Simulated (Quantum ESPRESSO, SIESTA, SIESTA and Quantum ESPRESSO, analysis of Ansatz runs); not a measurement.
## SiC (F-43m):In_Si, a ladder of methods on one cell (SIESTA and Quantum ESPRESSO)

Question: at which Fermi levels does In_Si in SiC (F-43m) change its charge, and how much of the answer depends on the basis and the program? The model is a cell of 54 host atoms with 1 Si taken out and 1 In put in.

Program: SIESTA and Quantum ESPRESSO. Level of theory: SIESTA numerical-orbital DFT, PBEsol, DZP basis, PseudoDojo 0.4.1 potentials converted to PSML; charged supercells in a uniform background, point-charge correction with alignment at far sites. Results are calculated unless marked as measured.

## 1. The structure

The cell holds 54 atoms: 26 Si, 27 C and 1 In. Its edges and angles: a = 9.283 Å, b = 9.283 Å, c = 9.283 Å, α = 60.0°, β = 60.0°, γ = 60.0°. It derives from SiC (space group F-43m). Nearest the centre at fractional (0.333, 0.667, 0.667): In35 at 0.00 Å, C36 at 1.89 Å, C18 at 1.89 Å, C30 at 1.89 Å, C34 at 1.89 Å, Si25 at 3.09 Å, Si13 at 3.09 Å, Si21 at 3.09 Å.

Structure file:

```xyz
54
Lattice="0.0000 6.5644 6.5644 6.5644 0.0000 6.5644 6.5644 6.5644 0.0000" Properties=species:S:1:pos:R:3 pbc="T T T"
Si    0.0000    0.0000    0.0000
C     1.0941    1.0941    1.0941
Si    2.1882    2.1882    0.0000
C     3.2822    3.2822    1.0941
Si    4.3763    4.3763    0.0000
C     5.4703    5.4703    1.0941
Si    2.1882    0.0000    2.1882
C     3.2822    1.0941    3.2822
Si    4.3763    2.1882    2.1882
C     5.4703    3.2822    3.2822
Si    6.5644    4.3763    2.1882
C     7.6585    5.4703    3.2822
Si    4.3763    0.0000    4.3763
C     5.4703    1.0941    5.4703
Si    6.5644    2.1882    4.3763
C     7.6585    3.2822    5.4703
Si    8.7526    4.3763    4.3763
C     9.8466    5.4703    5.4703
Si    0.0000    2.1882    2.1882
C     1.0941    3.2822    3.2822
Si    2.1882    4.3763    2.1882
C     3.2822    5.4703    3.2822
Si    4.3763    6.5644    2.1882
C     5.4703    7.6585    3.2822
Si    2.1882    2.1882    4.3763
C     3.2822    3.2822    5.4703
Si    4.3763    4.3763    4.3763
C     5.4703    5.4703    5.4703
Si    6.5644    6.5644    4.3763
C     7.6585    7.6585    5.4703
Si    4.3763    2.1882    6.5644
C     5.4703    3.2822    7.6585
Si    6.5644    4.3763    6.5644
C     7.6585    5.4703    7.6585
In    8.7526    6.5644    6.5644
C     9.8466    7.6585    7.6585
Si    0.0000    4.3763    4.3763
C     1.0941    5.4703    5.4703
Si    2.1882    6.5644    4.3763
C     3.2822    7.6585    5.4703
Si    4.3763    8.7526    4.3763
C     5.4703    9.8466    5.4703
Si    2.1882    4.3763    6.5644
C     3.2822    5.4703    7.6585
Si    4.3763    6.5644    6.5644
C     5.4703    7.6585    7.6585
Si    6.5644    8.7526    6.5644
C     7.6585    9.8466    7.6585
Si    4.3763    4.3763    8.7526
C     5.4703    5.4703    9.8466
Si    6.5644    6.5644    8.7526
C     7.6585    7.6585    9.8466
Si    8.7526    8.7526    8.7526
C     9.8466    9.8466    9.8466
```

Screening for the image-charge correction: ε∞ = 7.10, ε0 = 10.43, from a response run on this crystal (DFPT, PBEsol, Quantum ESPRESSO) at that run's own cell.

The cell's shortest repeat is 9.3 Å.

The primitive cell was relaxed at this level beforehand, to 20.95 Å³.

The defect-free supercell was relaxed beforehand, from displaced atoms: they ended at most 0.01 Å from the sites they started about, so the symmetric structure holds.

## 2. Band edges

Levels are counted from the valence top, which comes from the unit cell, dense mesh; the energy of the host comes from the defect-free supercell at the defects' own k-points, so that the host's part of the sampling error cancels.

host.fdf

```
SystemName                      SiC
SystemLabel                     host
NumberOfSpecies                 2
NumberOfAtoms                   2
%block ChemicalSpeciesLabel
  1   14 Si
  2    6 C
%endblock ChemicalSpeciesLabel
LatticeConstant                 1.0 Ang
%block LatticeVectors
     0.000001000     2.188136000     2.188136000
     2.188136000     0.000001000     2.188136000
     2.188136000     2.188136000     0.000001000
%endblock LatticeVectors
AtomicCoordinatesFormat         Fractional
%block AtomicCoordinatesAndAtomicSpecies
     0.000003199     0.000003199     0.000003199  1
     0.249996972     0.249996972     0.249996972  2
%endblock AtomicCoordinatesAndAtomicSpecies
%block kgrid.MonkhorstPack
   12   0   0  0.00
    0  12   0  0.00
    0   0  12  0.00
%endblock kgrid.MonkhorstPack
XC.Functional                   GGA
XC.Authors                      PBEsol
PAO.BasisSize                   DZP
PAO.EnergyShift                 0.005 Ry
Mesh.Cutoff                     300 Ry
OccupationFunction              FD
ElectronicTemperature           0.01 eV
MaxSCFIterations                150
SCF.MustConverge                true
SCF.Mixer.Method                Pulay
SCF.Mixer.Weight                0.2
SCF.Mixer.History               10
SCF.DM.Tolerance                1.0e-4
SCF.H.Tolerance                 1.0e-3 eV
WriteForces                     true
Charge.Mulliken                 end
```

On the command line:

```console
OMP_NUM_THREADS=1 siesta host.fdf > host.out
```

What it wrote:

```text
Version         : 5.4.2

                           ***********************
                           *  WELCOME TO SIESTA  *
                           ***********************

[...]
reinit: Reading from file host.fdf

reinit: -----------------------------------------------------------------------
reinit: System Name: SiC
reinit: -----------------------------------------------------------------------
reinit: System Label: host
reinit: -----------------------------------------------------------------------

initatom: Reading input for the pseudopotentials and atomic orbitals ----------
Species number:   1 Atomic number:   14 Label: Si
Species number:   2 Atomic number:    6 Label: C

[... pseudopotential checks and orbital generation ...]

prinput: Basis input

PAO.BasisType split

%block ChemicalSpeciesLabel
    1   14 Si                      # Species index, atomic number, species label
    2    6 C                       # Species index, atomic number, species label
%endblock ChemicalSpeciesLabel

%block PAO.Basis                 # Define Basis set
# WARNING: This information might be incomplete!
[...]
(Free)E + p*V (eV/cell)     -278.7432
Target enthalpy (eV/cell)     -278.7457
[...]
siesta: Final energy (eV):
siesta:  Band Struct. =    -101.151306
siesta:       Kinetic =     156.951378
siesta:       Hartree =      31.268314
siesta:         Exch. =     -90.540145
siesta:         Corr. =     -11.300426
siesta:   Exch.-corr. =    -101.840571
siesta:  Ion-electron =    -210.155603
siesta:       Ion-ion =    -154.969201
siesta:         Total =    -278.745682
siesta:         Fermi =      -6.333765
[...]
siesta: Stress tensor (static) (eV/Ang**3):
siesta:    -0.000116   -0.000014   -0.000014
siesta:    -0.000014   -0.000116   -0.000014
siesta:    -0.000014   -0.000014   -0.000116
[...]
siesta: Cell volume =         20.953310 Ang**3
[...]
siesta: Pressure (static):
siesta:                Solid            Molecule  Units
siesta:           0.00000127          0.00000094  Ry/Bohr**3
siesta:           0.00011615          0.00008588  eV/Ang**3
siesta:           0.18609308          0.13758814  kBar
[...]
mulliken: Qtot =        8.000

Mulliken Atomic Populations:
Atom #   charge [q] valence [e]  Species
     1    -0.114310    4.114310  Si
     2     0.114310    3.885690  C
 Total     0.000000

Job completed
```

Run time: 22 s. Hardware: 1 MPI rank of Arm Neoverse V2, shared host; peak memory 0.2 GiB.

The gap at this level is 1.23 eV.

Test of the sampling: at one point at (¼, ¼, ¼) the host's energy lies 128 meV an atom above its value on the primitive cell's dense mesh, too far, so all defect runs take a 2×2×2 mesh.

(Continued in part 2 of 3.)

[Logs are printed without paths, hosts, clocks, repeated set-up lines and the standing remarks that a program may print on its own settings, such as how far it seeks lower states.]

[Hosts, paths, dates, database ids (printed as entryN), source tags and the programs' standing remarks are cut or masked in the printed files.]

[For some hosts the program warned that the k-mesh of the response run may be too coarse for force constants and the static dielectric constant; such warnings are not shown here.]

[Charge tables in the logs are Mulliken or Hirshfeld populations, whose sizes and signs can differ; where basis functions stand at a vacancy, SIESTA counts their charge against the missing atom's valence.]

[In relaxation paths of CP2K, step 0 can be the structure after the first move, since the trajectory file begins there, and the last row can be the final structure solved once more.]
